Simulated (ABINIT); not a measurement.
Crystal: Pt.

```xyz
1
Lattice="0.0000 1.9609 1.9609 1.9609 0.0000 1.9609 1.9609 1.9609 0.0000" Properties=species:S:1:pos:R:3 pbc="T T T"
Pt    0.0000    0.0000    0.0000
```

Program: ABINIT 10.8.3 (patched build). Alike in all runs: potentials or basis JTH PAW PBE v2.0; cell as given; cutoff (eV) 435; smearing fermi-dirac 0.05 eV.

Order these runs on this cell by their pressure, lowest first.
A. level revPBE; spin SOC, no magnetisation; k mesh 12 × 12 × 12; mesh quality not flagged
B. level rPW86PBE; spin off; k mesh 12 × 12 × 12; mesh quality not flagged
C. level PBEsol; spin off; k mesh 5 × 5 × 5; mesh quality coarse
D. level PW91; spin off; k mesh 12 × 12 × 12; mesh quality not flagged
E. level AM05; spin SOC, no magnetisation; k mesh 12 × 12 × 12; mesh quality not flagged

E (-1.2 GPa), C (5.9 GPa), D (12.0 GPa), A (14.0 GPa), B (26.2 GPa).

Caveats: some runs use coarse meshes; the PAW data sets were made with another functional, which shifts forces and pressure a little (some runs); so large a pressure means that the cell lies far from this level's equilibrium, or that cutoff or potentials fall short (some runs); the potentials were made for another functional, which shifts forces and pressure (some runs).

Runs at the PBE level aren't shown here.
